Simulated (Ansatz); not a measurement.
Given:

BeO:
```xyz
4
Lattice="2.6645 0.0000 0.0000 -1.3323 2.3076 0.0000 0.0000 0.0000 4.3293" Properties=species:S:1:pos:R:3 pbc="T T T"
Be     1.3323     0.7692     0.0010
Be     0.0000     1.5384     2.1657
O      1.3323     0.7692     1.6355
O      0.0000     1.5384     3.8001
```

This is the LDA-relaxed structure. Cartesian axes are those of the cell as given.

Question: All from the program Ansatz at the LDA level (PAW), unless another level is named. Predict the piezoelectric stress constants (proper, relaxed ions, C/m²).

Answer: e15 = e24 = -0.11, e31 = e32 = -0.26, e33 = 0.45.

Question: Next, the Young's modulus?

Answer: 397 GPa.

Question: And the vibrational entropy at 300 K?

Answer: 6.8 J/(K·mol of atoms).

Space group P6_3mc (wurtzite). The LDA relaxation kept the symmetry of its start; phonons on a q-mesh show no instability.

Potentials: the later of the program's two PAW sets.
